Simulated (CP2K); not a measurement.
Runs of CP2K 2026.2 on Cu2O (Cuprite). It takes space group Pn-3m (No. 224, cubic). The conventional cell has a = 4.260 Å, b = 4.260 Å, c = 4.260 Å, α = 90.00°, β = 90.00°, γ = 90.00°. Around Cu (site symmetry -3m) lie 2 O at 1.84 Å. Around O (site symmetry -43m) lie 4 Cu at 1.84 Å. 

```tsv
level	potentials or basis	smearing	EPS_DEFAULT	NGRIDS	points a segment of the path (NPOINTS)	bands added on the path	CUTOFF of the grids	gap on the mesh (eV)	pressure (GPa)
LDA	GTH_POTENTIALS Cu GTH-PADE-q11, O GTH-PADE-q6; TZVP-MOLOPT-PBE-GTH basis	fermi-dirac 0.05 eV	1.0E-9	5	10	2	600 Ry	0.46	(b)
r2SCAN	POTENTIAL_UZH Cu GTH-SCAN-q11, O GTH-SCAN-q6; TZVP-MOLOPT-SCAN-GTH basis	fermi-dirac 0.01 eV	1.0E-9	5	6	6	850 Ry	(c)	(a)
PBE	POTENTIAL_UZH Cu GTH-PBE-q11, O GTH-PBE-q6; TZVP-MOLOPT-PBE-GTH basis	fermi-dirac 0.1 eV	1.0E-9	5	10	4	600 Ry	0.47	5.2
PBEsol	POTENTIAL_UZH Cu GTH-PBE-q11, O GTH-PBE-q6; TZVP-MOLOPT-PBE-GTH basis	fermi-dirac 0.01 eV	1.0E-10	4	10	2	600 Ry	0.40	-0.9
```

Alike in all rows: task band structure; no spin polarisation; cell as given; k mesh 6 × 6 × 6.

**Question.** Estimate the missing entries.

**Answer.** (a) -1.2; (b) -5.8; (c) 0.89.

Caveats: the basis of atomic orbitals isn't converged, which shifts pressures, moduli and gaps; the potentials were made for another functional, which shifts forces and pressure (some runs).

